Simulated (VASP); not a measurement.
# NaF (Villiaumite) (Fm-3m) in VASP: a series of runs

Runs on NaF (Villiaumite). Level: r2SCAN. Tasks: single point.

Program: VASP 6.6.1. These are calculated values, not measurements. Logs are shortened: lines on timing, memory, paths and dates and some standing lists are left out, and cuts for length are marked.

### 1 The crystal as given

It takes space group Fm-3m (No. 225, cubic). The conventional cell has a = 4.640 Å, b = 4.640 Å, c = 4.640 Å, α = 90.00°, β = 90.00°, γ = 90.00°. Na (site symmetry m-3m) is surrounded by 6 F at 2.32 Å. F (site symmetry m-3m) is surrounded by 6 Na at 2.32 Å.

### 2 Single point, r2SCAN

INCAR reads:

```
PREC     = Accurate       # precision mode
ENCUT    = 700            # plane-wave cutoff, eV
EDIFF    = 1E-6           # SCF threshold, eV
ISMEAR   = 0              # smearing method
SIGMA    = 0.05           # smearing width, eV
LREAL    = F              # projectors in reciprocal space
LASPH    = T              # aspherical terms in the spheres
NELM     = 100            # most SCF steps
ALGO     = Normal         # electronic algorithm
ISIF     = 2              # what is computed and relaxed
LWAVE    = F              # write WAVECAR
LCHARG   = F              # write CHGCAR
METAGGA  = R2SCAN         # meta-GGA
LMIXTAU  = T            
ADDGRID  = F
```

KPOINTS reads:

```
Automatic mesh
0
Gamma
  10 10 10
```

POSCAR reads:

```
NaF
1.0
    0.0000000000      2.3200000000      2.3200000000
    2.3200000000      0.0000000000      2.3200000000
    2.3200000000      2.3200000000      0.0000000000
Na F
1 1
Direct
    0.0258840000     -0.0367460000      0.0017760000
    0.4822430000      0.5377660000      0.4799550000
```

Potentials or basis: VASP PAW PBE potentials, release 64 (Na_pv, F).

Launch:

```sh
> cat potpaw_PBE.64/Na_pv/POTCAR potpaw_PBE.64/F/POTCAR > POTCAR
> mpirun -np 1 vasp_std > vasp.out
```

OUTCAR:

```text
PREC = Accurate
   ENCUT = 700
   EDIFF = 1E-6
   ISMEAR = 0
   LREAL = F
   LASPH = T
   NELM = 100
   ISIF = 2
   METAGGA = R2SCAN

 Found    504 irreducible k-points:

 Following reciprocal coordinates:
            Coordinates               Weight
  0.000000  0.000000  0.000000      1.000000
  0.100000  0.000000  0.000000      2.000000
  0.000000  0.100000  0.000000      2.000000
  0.000000  0.000000  0.100000      2.000000
  0.100000  0.100000  0.100000      2.000000
  0.200000  0.000000  0.000000      2.000000
   k-points           NKPTS =    504   k-points in BZ     NKDIM =    504   number of bands    NBANDS=     11
   number of dos      NEDOS =    301   number of ions     NIONS =      2
   total plane-waves  NPLWV =  21952
   dimension x,y,z NGX =    28 NGY =   28 NGZ =   28
   dimension x,y,z NGXF=    56 NGYF=   56 NGZF=   56
   ions per type =               1   1
   NGX,Y,Z   is equivalent  to a cutoff of  14.19, 14.19, 14.19 a.u.
   NGXF,Y,Z  is equivalent  to a cutoff of  28.38, 28.38, 28.38 a.u.
 SYSTEM =  unknown system
   PREC   = accura    normal or accurate (medium, high low for compatibility)
   ISTART =      0    job   : 0-new  1-cont  2-samecut
   ICHARG =      2    charge: 1-file 2-atom 10-const
   ISPIN  =      1    spin polarized calculation?
   LNONCOLLINEAR =      F non collinear calculations
   LSORBIT =      F    spin-orbit coupling
   LASPH  =      T    aspherical Exc in radial PAW
   ENCUT  =  700.0 eV  51.45 Ry    7.17 a.u.   7.08  7.08  7.08*2*pi/ulx,y,z
   NELM   =    100;   NELMIN=  2; NELMDL= -5     # of ELM steps
   EDIFF  = 0.1E-05   stopping-criterion for ELM
   LREAL  =      F    real-space projection
   EDIFFG = 0.1E-04   stopping-criterion for IOM
   NSW    =      0    number of steps for IOM
   IBRION =     -1    ionic relax: 0-MD 1-quasi-New 2-CG
   NFREE  =      0    steps in history (QN), initial steepest desc. (CG)
   ISIF   =      2    stress and relaxation
   ISYM   =      2    0-nonsym 1-usesym 2-fastsym
   POTIM  = 0.5000    time-step for ionic-motion
   TEBEG  =    0.0;   TEEND  =   0.0 temperature during run
   PSTRESS=    0.0 pullay stress
   NELECT =      14.0000    total number of electrons
   NUPDOWN=      -1.0000    fix difference up-down
   EMIN   =  10.00;   EMAX   =-10.00  energy-range for DOS
   EFERMI =   0.00;   METHOD = LEGACY
   ISMEAR =     0;   SIGMA  =   0.05  broadening in eV -4-tet -1-fermi 0-gaus
   EFERMI_NEDOS =   21; number of points for ismear=-14 and -15
   IALGO  =     38    algorithm
   IMIX   =      4    mixing-type and parameters
     AMIX     =   0.40;   BMIX     =  1.00
     AMIX_MAG =   1.60;   BMIX_MAG =  1.00
  volume/ion in A,a.u.               =      12.49        84.27
  Fermi-wavevector in a.u.,A,eV,Ry     =   1.349852  2.550851 24.791186  1.822101
  Thomas-Fermi vector in A             =   2.477405
   LORBIT       =      0    0 simple, 1 ext, 2 COOP (PROOUT), +10 PAW based schemes
   METAGGA = R2SCAN    functional components
   LHFCALC =     F    Hartree Fock is set to
   AEXX    =    0.0000 exact exchange contribution
   IVDW    =     0    specifies the selected vdW correction
   LEPSILON=     F    determine dielectric tensor
   LRPA    =     F    only Hartree local field effects (RPA)
 non-spin polarized calculation
 Gauss-broadening in eV      SIGMA  =   0.05
  energy-cutoff  :      700.00
  volume of cell :       24.97
 maximum number of plane-waves:      1073
   NGX = 15   NGY = 15   NGZ = 15

 number of electron      14.0000000 magnetization

 Free energy of the ion-electron system (eV)
  ---------------------------------------------------
  ext. energy  EPLUGINS =         0.00000000
  ---------------------------------------------------
  free energy    TOTEN  =       -12.55440225 eV

  energy without entropy =      -12.55440225  energy(sigma->0) =      -12.55440225

 E-fermi :  -2.5012     XC(G=0):  -9.7381

 val. band max:       -2.7562396870   @ k =   0.0000   0.0000   0.0000
 cond. band min:       4.3876003896   @ k =   0.0000   0.0000   0.0000
 fundamental gap:      7.1438400766
 Fermi energy:        -2.5012422741

 k-point     1 :       0.0000    0.0000    0.0000
  band No.  band energies     occupation
      1     -23.0862      2.00000
      2     -22.2229      2.00000
      3     -22.2219      2.00000
      4     -22.1838      2.00000
      5      -2.7714      2.00000
      6      -2.7679      2.00000
      7      -2.7562      2.00000
      8       4.3876      0.00000
      9      17.0270      0.00000
     10      17.0959      0.00000
     11      17.2189      0.00000

 k-point     2 :       0.1000    0.0000    0.0000
  band No.  band energies     occupation
      1     -23.1354      2.00000
      2     -22.2283      2.00000
      3     -22.2232      2.00000
      4     -22.1180      2.00000
      5      -2.9509      2.00000
      6      -2.7952      2.00000
      7      -2.7786      2.00000
      8       4.7389      0.00000
      9      15.7389      0.00000
     10      17.1888      0.00000
     11      17.3631      0.00000

 k-point     3 :       0.0000    0.1000    0.0000
  band No.  band energies     occupation
      1     -23.1311      2.00000
      2     -22.2243      2.00000
      3     -22.2229      2.00000
      4     -22.1265      2.00000
      5      -2.9409      2.00000
      6      -2.7961      2.00000
      7      -2.7920      2.00000
      8       4.7412      0.00000
      9      15.8117      0.00000
     10      17.1997      0.00000
     11      17.2683      0.00000

 k-point     4 :       0.0000    0.0000    0.1000
  band No.  band energies     occupation
      1     -23.1372      2.00000
      2     -22.2294      2.00000
      3     -22.2239      2.00000
      4     -22.1143      2.00000
      5      -2.9541      2.00000
      6      -2.7925      2.00000
      7      -2.7765      2.00000
      8       4.7379      0.00000
      9      15.7092      0.00000
     10      17.2241      0.00000
     11      17.3620      0.00000

 k-point     5 :       0.1000    0.1000    0.1000
  band No.  band energies     occupation
      1     -23.1378      2.00000
      2     -22.2301      2.00000
      3     -22.2234      2.00000
      4     -22.1136      2.00000
      5      -2.9549      2.00000
      6      -2.7918      2.00000
      7      -2.7759      2.00000
      8       4.7377      0.00000
      9      15.7015      0.00000
     10      17.2383      0.00000
     11      17.3564      0.00000

 k-point     6 :       0.2000    0.0000    0.0000
  band No.  band energies     occupation
      1     -23.2422      2.00000
      2     -22.2323      2.00000
      3     -22.2262      2.00000
      4     -21.9785      2.00000
      5      -3.3788      2.00000
      6      -2.8580      2.00000
      7      -2.8398      2.00000
      8       5.6561      0.00000
      9      13.9669      0.00000
     10      17.5993      0.00000
     11      17.7628      0.00000

 [... further k-points ...]

------------------------ aborting loop because EDIFF is reached ----------------------------------------

  FORCE on cell =-STRESS in cart. coord.  units (eV):
  Direction    XX          YY          ZZ          XY          YZ          ZX
  --------------------------------------------------------------------------------------
  -------------------------------------------------------------------------------------
  Total       -0.1291941      0.0241291     -0.3137998      0.0782084      0.0356903     -0.0340499
  in kB       -8.2881857      1.5479508    -20.1311825      5.0173003      2.2896382     -2.1844029
  external PRESSURE =      -8.9571391 kB  Pullay stress =       0.0000000 kB

 VOLUME and BASIS-vectors are now :
 -----------------------------------------------------------------------------
  energy-cutoff  :      700.00
  volume of cell :       24.97
      direct lattice vectors                 reciprocal lattice vectors
     0.000000000  2.320000000  2.320000000    -0.215517241  0.215517241  0.215517241
     2.320000000  0.000000000  2.320000000     0.215517241 -0.215517241  0.215517241
     2.320000000  2.320000000  0.000000000     0.215517241  0.215517241 -0.215517241

 POSITION                                       TOTAL-FORCE (eV/Angst)
 -----------------------------------------------------------------------------------
      2.23887      0.06417      2.29480         0.285487     -0.377715      0.149456
      2.36111      2.23230      2.36642        -0.285487      0.377715     -0.149456
 -----------------------------------------------------------------------------------
    total drift:                                0.011862      0.008000      0.001501

  FREE ENERGIE OF THE ION-ELECTRON SYSTEM (eV)
  ---------------------------------------------------
  free  energy   TOTEN  =       -12.5544022539 eV

  energy  without entropy=      -12.5544022539  energy(sigma->0) =      -12.55440225
```

OSZICAR:

```text
N       E                     dE             d eps       ncg     rms          rms(c)
DAV:   1     0.124390305457E+03    0.12439E+03   -0.92041E+03 11157   0.203E+03
DAV:   2    -0.764496458616E+01   -0.13204E+03   -0.12113E+03 11988   0.422E+02
DAV:   3    -0.159997515552E+02   -0.83548E+01   -0.83211E+01 12858   0.105E+02
[... 12 lines left out ...]
DAV:  16    -0.125544055710E+02   -0.16142E-03   -0.13611E-04 11307   0.180E-01    0.111E-02
DAV:  17    -0.125544092237E+02   -0.36527E-05   -0.22516E-06 13578   0.232E-02    0.908E-03
DAV:  18    -0.125544066775E+02    0.25462E-05   -0.48580E-06 11235   0.290E-02    0.263E-03
DAV:  19    -0.125544032387E+02    0.34387E-05   -0.82486E-07 11328   0.159E-02    0.338E-04
DAV:  20    -0.125544022539E+02    0.98482E-06   -0.92308E-08  5736   0.527E-03
   1 F= -.12554402E+02 E0= -.12554402E+02  d E =-.172602E-15
```

stdout:

```text
POSCAR found type information on POSCAR NaF
 POSCAR found :  2 types and       2 ions
 scaLAPACK will be used
 -----------------------------------------------------------------------------
|                                                                             |
|                                                                             |
|     You enforced a specific xc type in the INCAR file but a different       |
|     I HOPE YOU KNOW WHAT YOU ARE DOING!                                     |
|                                                                             |
 -----------------------------------------------------------------------------

 LDA part: xc-table for (None), standard interpolation
 POSCAR, INCAR and KPOINTS ok, starting setup
 FFT: planning ... GRIDC
 FFT: planning ... GRID_SOFT
 FFT: planning ... GRID
 WAVECAR not read
 entering main loop
```

Run time: 14 min. Hardware: 1 thread of Intel Xeon Platinum 8488C (Sapphire Rapids), shared host; peak memory 0.33 GiB.

These settings aren't checked as converged: the numbers below hold their error.

What came out:

```yaml
Free_energy: -12.5544 eV
Pressure: -0.9 GPa
Largest_force: 0.496 eV/Å
Band_gap_on_the_k_mesh: 7.14 eV, direct
```

Caveat: the PAW data sets were made with another functional, which shifts forces and pressure a little.

### 3 Single point, r2SCAN

INCAR: that of step 2 with these lines changed.

```diff
@@ -1,3 +1,3 @@
 PREC     = Accurate       # precision mode
-ENCUT    = 700            # plane-wave cutoff, eV
+ENCUT    = 550            # plane-wave cutoff, eV
 EDIFF    = 1E-6           # SCF threshold, eV
```

KPOINTS reads:

```
Automatic mesh
0
Gamma
  12 12 12
```

POSCAR reads:

```
NaF
1.0
    0.0000000000      2.3200000000      2.3200000000
    2.3200000000      0.0000000000      2.3200000000
    2.3200000000      2.3200000000      0.0000000000
Na F
1 1
Direct
    0.0000000000      0.0000000000      0.0000000000
    0.5000000000      0.5000000000      0.5000000000
```

Potentials or basis: VASP PAW PBE potentials, release 64 (Na_pv, F).

Launch:

```sh
> cat potpaw_PBE.64/Na_pv/POTCAR potpaw_PBE.64/F/POTCAR > POTCAR
> mpirun -np 1 vasp_std > vasp.out
```

Wall time 2 min (1 thread of Intel Xeon Platinum 8488C (Sapphire Rapids), shared host); peak memory 0.16 GiB.

These settings aren't checked as converged: the numbers below hold their error.

Results:

```
Free energy            : -12.5981 eV
Pressure               : -2.1 GPa
Band gap on the k mesh : 7.15 eV, direct
```

Caveat: the PAW data sets were made with another functional, which shifts forces and pressure a little.

### 4 The reference run

An earlier run on the cell as given: functional PBEsol; potentials or basis VASP PAW PBE potentials, release 64 (Na_pv, F); cutoff 520 eV; k mesh 10 × 10 × 10; occupations fermi-dirac, width 0.05 eV; no spin polarisation.

- Pressure: -0.3 GPa
- Band gap on the k mesh: 6.14 eV, direct
